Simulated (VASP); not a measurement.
# Hf (P6_3/mmc) in VASP: settings compared

Aim: see how the results for Hf move with the level of theory and the settings. Levels: PBEsol, LDA, PBE, PBE+D3(BJ). Tasks: relaxation of cell and atoms.

All numbers are computed with VASP 6.6.1; they aren't measurements. Logs are shortened: lines on timing, memory, paths and dates and some standing lists are left out, and cuts for length are marked.

## (1) The crystal as given

Symmetry: P6_3/mmc, No. 194, hexagonal system. The conventional cell has a = 3.192 Å, b = 3.192 Å, c = 5.045 Å, α = 90.00°, β = 90.00°, γ = 120.00°. Hf (site symmetry -6m2) is surrounded by 12 Hf at 3.12 to 3.19 Å.

## (2) Relaxation of cell and atoms, PBEsol

The input, INCAR:

```
PREC = Accurate
ENCUT = 600
EDIFF = 1E-7
ISMEAR = 0
SIGMA = 0.1
LREAL = F
LASPH = T
NELM = 80
ALGO = Normal
ISIF = 3
LWAVE = F
LCHARG = F
GGA = PS
IBRION = 2
NSW = 90
EDIFFG = -0.005
```

The input, KPOINTS:

```
Automatic mesh
0
Gamma
  15 15 8
```

The input, POSCAR:

```
Hf
1.0
    3.1923846300      0.0000000000      0.0000000000
   -1.5961923200      2.7646861900      0.0000000000
    0.0000000000      0.0000000000      5.0450416400
Hf
2
Direct
    0.3333333300      0.6666666700      0.2500000000
    0.6666666700      0.3333333300      0.7500000000
```

Potentials or basis: VASP PAW PBE potentials, release 64 (Hf_pv).

Started as:

```sh
$ cat potpaw_PBE.64/Hf_pv/POTCAR > POTCAR
$ mpirun -np 1 vasp_std > vasp.out
```

OUTCAR:

```text
PREC = Accurate
   ENCUT = 600
   EDIFF = 1E-7
   ISMEAR = 0
   LREAL = F
   LASPH = T
   NELM = 80
   ISIF = 3
   GGA = PS
   IBRION = 2
   NSW = 90
   EDIFFG = -0.005

 ion  position               nearest neighbor table
   1  0.333  0.667  0.250-   2 3.12   2 3.12   2 3.12   2 3.12   2 3.12   2 3.12
   2  0.667  0.333  0.750-   1 3.12   1 3.12   1 3.12   1 3.12   1 3.12   1 3.12

  LATTYP: Found a hexagonal cell.
 ALAT       =     3.1923846300
 C/A-ratio  =     1.5803364020

  Lattice vectors:

 A1 = (   3.1923846300,   0.0000000000,   0.0000000000)
 A2 = (  -1.5961923200,   2.7646861900,   0.0000000000)
 A3 = (   0.0000000000,   0.0000000000,   5.0450416400)

Analysis of symmetry for initial positions (statically):
=====================================================================
 Subroutine PRICEL returns:
 Original cell was already a primitive cell.

 Routine SETGRP: Setting up the symmetry group for a
 hexagonal supercell.

 Subroutine GETGRP returns: Found 24 space group operations
 (whereof 12 operations were pure point group operations)
 out of a pool of 24 trial point group operations.

The static configuration has the point symmetry D_3d.
 The point group associated with its full space group is D_6h.

Analysis of symmetry for dynamics (positions and initial velocities):
=====================================================================
 Subroutine PRICEL returns:
 Original cell was already a primitive cell.

 Routine SETGRP: Setting up the symmetry group for a
 hexagonal supercell.

 Subroutine GETGRP returns: Found 24 space group operations
 (whereof 12 operations were pure point group operations)
 out of a pool of 24 trial point group operations.

The dynamic configuration has the point symmetry D_3d.
 The point group associated with its full space group is D_6h.

 Subroutine INISYM returns: Found 24 space group operations
 (whereof 12 operations are pure point group operations),
 and found     1 'primitive' translations

----------------------------------------------------------------------------------------

                                     Primitive cell

  volume of cell :      44.5272

  direct lattice vectors                    reciprocal lattice vectors
     3.192384630  0.000000000  0.000000000     0.313245463  0.180852353  0.000000000
    -1.596192320  2.764686190  0.000000000     0.000000000  0.361704704  0.000000000
     0.000000000  0.000000000  5.045041640     0.000000000  0.000000000  0.198214419

  length of vectors
     3.192384630  3.192384634  5.045041640     0.361704704  0.361704704  0.198214419

  position of ions in fractional coordinates (direct lattice)
     0.333333330  0.666666670  0.250000000
     0.666666670  0.333333330  0.750000000

  ion indices of the primitive-cell ions
   primitive index   ion index
                 1           1
                 2           2

----------------------------------------------------------------------------------------

 KPOINTS: Automatic mesh

Automatic generation of k-mesh.
 Grid dimensions read from file:
 generate k-points for:   15   15    8

 Generating k-lattice:

  Cartesian coordinates                     Fractional coordinates (reciprocal lattice)
     0.020883031  0.012056824  0.000000000     0.066666667 -0.000000000  0.000000000
     0.000000000  0.024113647  0.000000000     0.000000000  0.066666667  0.000000000
     0.000000000  0.000000000  0.024776802     0.000000000  0.000000000  0.125000000

  Length of vectors
     0.024113647  0.024113647  0.024776802

  Shift w.r.t. Gamma in fractional coordinates (k-lattice)
     0.000000000  0.000000000  0.000000000

 Subroutine IBZKPT returns following result:
 ===========================================

 Found    135 irreducible k-points:

 Following reciprocal coordinates:
            Coordinates               Weight
  0.000000  0.000000  0.000000      1.000000
  0.066667  0.000000  0.000000      6.000000
  0.133333  0.000000  0.000000      6.000000
  0.200000  0.000000  0.000000      6.000000
  0.266667  0.000000  0.000000      6.000000
  0.333333  0.000000  0.000000      6.000000
[... 16 lines left out ...]
  0.333333  0.200000  0.000000     12.000000
  0.400000  0.200000  0.000000      6.000000
 [... further k-points ...]
   k-points           NKPTS =    135   k-points in BZ     NKDIM =    135   number of bands    NBANDS=     14
   number of dos      NEDOS =    301   number of ions     NIONS =      2
   total plane-waves  NPLWV =  31360
   dimension x,y,z NGX =    28 NGY =   28 NGZ =   40
   dimension x,y,z NGXF=    56 NGYF=   56 NGZF=   80
   ions per type =               2
   NGX,Y,Z   is equivalent  to a cutoff of  14.58, 14.58, 13.18 a.u.
   NGXF,Y,Z  is equivalent  to a cutoff of  29.16, 29.16, 26.36 a.u.
 SYSTEM =  unknown system
   PREC   = accura    normal or accurate (medium, high low for compatibility)
   ISTART =      0    job   : 0-new  1-cont  2-samecut
   ICHARG =      2    charge: 1-file 2-atom 10-const
   ISPIN  =      1    spin polarized calculation?
   LNONCOLLINEAR =      F non collinear calculations
   LSORBIT =      F    spin-orbit coupling
   LASPH  =      T    aspherical Exc in radial PAW
   ENCUT  =  600.0 eV  44.10 Ry    6.64 a.u.   6.38  6.38 10.08*2*pi/ulx,y,z
   NELM   =     80;   NELMIN=  2; NELMDL= -5     # of ELM steps
   EDIFF  = 0.1E-06   stopping-criterion for ELM
   LREAL  =      F    real-space projection
   EDIFFG = -.5E-02   stopping-criterion for IOM
   NSW    =     90    number of steps for IOM
   IBRION =      2    ionic relax: 0-MD 1-quasi-New 2-CG
   NFREE  =      1    steps in history (QN), initial steepest desc. (CG)
   ISIF   =      3    stress and relaxation
   ISYM   =      2    0-nonsym 1-usesym 2-fastsym
   POTIM  = 0.5000    time-step for ionic-motion
   TEBEG  =    0.0;   TEEND  =   0.0 temperature during run
   PSTRESS=    0.0 pullay stress
   NELECT =      20.0000    total number of electrons
   NUPDOWN=      -1.0000    fix difference up-down
   EMIN   =  10.00;   EMAX   =-10.00  energy-range for DOS
   EFERMI =   0.00;   METHOD = LEGACY
   ISMEAR =     0;   SIGMA  =   0.10  broadening in eV -4-tet -1-fermi 0-gaus
   EFERMI_NEDOS =   21; number of points for ismear=-14 and -15
   IALGO  =     38    algorithm
   IMIX   =      4    mixing-type and parameters
     AMIX     =   0.40;   BMIX     =  1.00
     AMIX_MAG =   1.60;   BMIX_MAG =  1.00
  volume/ion in A,a.u.               =      22.26       150.24
  Fermi-wavevector in a.u.,A,eV,Ry     =   1.253746  2.369236 21.386713  1.571879
  Thomas-Fermi vector in A             =   2.387584
   LORBIT       =      0    0 simple, 1 ext, 2 COOP (PROOUT), +10 PAW based schemes
   GGA     = PS    functional components
   LHFCALC =     F    Hartree Fock is set to
   AEXX    =    0.0000 exact exchange contribution
   IVDW    =     0    specifies the selected vdW correction
   LEPSILON=     F    determine dielectric tensor
   LRPA    =     F    only Hartree local field effects (RPA)
 conjugate gradient relaxation of ions
 non-spin polarized calculation
 Gauss-broadening in eV      SIGMA  =   0.10
  energy-cutoff  :      600.00
  volume of cell :       44.53
 maximum number of plane-waves:      1508
 NGX is ok and might be reduce to    28
   NGX = 13   NGY = 13   NGZ = 21

--------------------------------------- Ionic step        1  -------------------------------------------

 number of electron      20.0000000 magnetization

 Free energy of the ion-electron system (eV)
  ---------------------------------------------------
  ext. energy  EPLUGINS =         0.00000000
  ---------------------------------------------------
  free energy    TOTEN  =       -20.99408916 eV

  energy without entropy =      -20.98666049  energy(sigma->0) =      -20.99037483

------------------------ aborting loop because EDIFF is reached ----------------------------------------

  FORCE on cell =-STRESS in cart. coord.  units (eV):
  Direction    XX          YY          ZZ          XY          YZ          ZX
  --------------------------------------------------------------------------------------
  -------------------------------------------------------------------------------------
  Total       -0.9890897     -0.9890897     -1.0281346      0.0000000      0.0000000     -0.0000000
  in kB      -35.5893808    -35.5893809    -36.9942930      0.0000001      0.0000000     -0.0000000
  external PRESSURE =     -36.0576849 kB  Pullay stress =       0.0000000 kB
[... 165 lines left out ...]
  energy  without entropy=      -21.0033974934  energy(sigma->0) =      -21.00709832

--------------------------------------- Ionic step        6  -------------------------------------------

 number of electron      19.9999998 magnetization

 Free energy of the ion-electron system (eV)
  ---------------------------------------------------
  ext. energy  EPLUGINS =         0.00000000
  ---------------------------------------------------
  free energy    TOTEN  =       -21.01080166 eV

  energy without entropy =      -21.00339895  energy(sigma->0) =      -21.00710031

 E-fermi :   5.0295     XC(G=0): -11.5658

 val. band max:        5.0187117585   @ k =   0.0667   0.0667   0.1250
 cond. band min:       5.0433621288   @ k =   0.0667   0.0000   0.5000
 fundamental gap:      0.0246503703
 Fermi energy:         5.0295493247

 k-point     1 :       0.0000    0.0000    0.0000
  band No.  band energies     occupation
      1     -25.9890      2.00000
      2     -25.1379      2.00000
      3     -25.1379      2.00000
      4     -24.9946      2.00000
      5     -24.9916      2.00000
      6     -24.9916      2.00000
      7      -2.4933      2.00000
      8       1.1917      2.00000
      9       5.8460      0.00000
     10       6.1951      0.00000
     11       6.1951      0.00000
     12       6.5058      0.00000
     13       7.0628      0.00000
     14       7.0628      0.00000
[... 375 lines left out ...]
 k-point    24 :       0.4000    0.2000    0.0000
  band No.  band energies     occupation
      1     -25.7224      2.00000
      2     -25.5569      2.00000
      3     -25.5022      2.00000
      4     -25.4527      2.00000
      5     -25.3024      2.00000
      6     -25.2392      2.00000
      7       2.4096      2.00000
      8       2.7357      2.00000
      9       2.9715      2.00000
     10       3.8269      2.00000
     11       5.3962      0.00000
     12       5.7035      0.00000
     13       6.9512      0.00000
     14      10.3008      0.00000

 [... further k-points ...]

------------------------ aborting loop because EDIFF is reached ----------------------------------------

  FORCE on cell =-STRESS in cart. coord.  units (eV):
  Direction    XX          YY          ZZ          XY          YZ          ZX
  --------------------------------------------------------------------------------------
  -------------------------------------------------------------------------------------
  Total        0.0009823      0.0009823     -0.0027418     -0.0000000      0.0000000     -0.0000000
  in kB        0.0365330      0.0365330     -0.1019751     -0.0000000      0.0000000     -0.0000000
  external PRESSURE =      -0.0096364 kB  Pullay stress =       0.0000000 kB
[... 17 lines left out ...]
  FREE ENERGIE OF THE ION-ELECTRON SYSTEM (eV)
  ---------------------------------------------------
  free  energy   TOTEN  =       -21.0108016596 eV

  energy  without entropy=      -21.0033989548  energy(sigma->0) =      -21.00710031

 reached required accuracy - stopping structural energy minimisation
```

Wall time 2.2 min (1 thread of Intel Xeon 6975P-C (Granite Rapids), shared host); peak memory 0.26 GiB.

What came out:

| Property | Result |
| --- | --- |
| Free energy | -21.0108 eV |
| Relaxed volume | 21.54 Å³/atom |
| Relaxed cell | a = 3.158 Å, b = 3.158 Å, c = 4.988 Å, α = 90.00°, β = 90.00°, γ = 120.00° |
| Space group after relaxing (to 0.05 Å) | P6_3/mmc (No. 194) |
| Energy gained by relaxing | 8.4 meV/atom |
| Ionic steps | 6 |
| Pressure after relaxing | 0.0 GPa |
| Band gap on the k mesh | none (metal or under the smearing width) |

The path:
| step | energy change (eV) | largest force (eV/Å) | pressure (GPa) | volume (Å³) |
| --- | --- | --- | --- | --- |
| 1 | 0.0000 | 0.0000 | -3.61 | 44.53 |
| 2 | 0.0089 | 0.0000 | 4.97 | 41.38 |
| 3 | -0.0167 | 0.0000 | -0.03 | 43.09 |
| 4 | -0.0167 | 0.0000 | 0.05 | 43.06 |
| 5 | -0.0167 | 0.0000 | -0.05 | 43.09 |
| 6 | -0.0167 | 0.0000 | 0.00 | 43.08 |

Final structure:
```
Hf
1.0
     3.15788    0.00000    0.00000
    -1.57894    2.73480    0.00000
     0.00000    0.00000    4.98803
Hf
2
Direct
  0.33333 0.66667 0.25000
  0.66667 0.33333 0.75000
```

Caveat: the PAW data sets were made with another functional, which shifts forces and pressure a little. Spin-orbit coupling is left out, which matters for the levels of Hf.

(Part 1 of 2 ends here.)
